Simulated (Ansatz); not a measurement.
# Calculated ¹⁷⁷Hf nuclear quadrupole resonance for HfO₂ under strain

Cell: a structure deposited in the COD, relaxed with PBE at fixed cell and then changed (z stretched by 2 %, ions relaxed).

```
CELL_PARAMETERS angstrom
5.11800 0.00000 0.00000
0.00000 5.18570 0.00000
-0.85866 0.00000 5.31814
ATOMIC_POSITIONS crystal
Hf 0.27604 0.04244 0.20894
Hf 0.72396 0.54244 0.29106
Hf 0.72396 0.95756 0.79106
Hf 0.27604 0.45756 0.70894
O 0.44797 0.75719 0.47511
O 0.55203 0.25719 0.02489
O 0.55203 0.24281 0.52489
O 0.44797 0.74281 0.97511
O 0.06639 0.32552 0.35200
O 0.93361 0.82552 0.14800
O 0.93361 0.67448 0.64800
O 0.06639 0.17448 0.85200
```

Atoms are numbered from 1 in the order listed; like atoms form one site, named after its first atom.

Method: Kohn–Sham DFT in Ansatz, PBE, plane waves and PAW, scalar-relativistic, 420 eV cutoff, Γ-centred 6×6×6 k-points, Fermi–Dirac smearing 0.02 eV.

¹⁷⁷Hf: I = 7/2, Q = 3365 mb (year-2017 value). Static lattice, zero field.

**Question.** Predict the zero-field ¹⁷⁷Hf lines of each site.

**Answer.** For I = 7/2 and η = 0 the lines are |C_Q|/14 times 1, 2 and 3; η shifts the lowest up most.

| site | atoms | V_zz (10²¹ V/m²) | C_Q (MHz) | η | line frequencies (MHz) |
| --- | --- | --- | --- | --- | --- |
| Hf | 1, 2, 3, 4 | 10.55 | 858 | 0.23 | 72.0, 119.5, 183.0 |

**Question.** And for ¹⁷⁹Hf (I = 9/2, Q = 3793 mb) on Hf?

**Answer.** C_Q scales with Q to 968 MHz, with lines at 55.9, 76.8, 119.7, 132.7, 160.6 MHz.

Without spin–orbit coupling the gradients at and beside Hf can be off by some per cent, at some sites by more.

The relaxation (6 steps) took 79 s of wall time (4.7 min of CPU time) and 1.3 GiB at its peak, on 4 threads of Intel Xeon Platinum 8375C CPU @ 2.90GHz (Ice Lake) (x86_64; 16 cores open to the job, memory cap 8.0 GiB, no GPU), a shared host with a load of 0.5 a core.
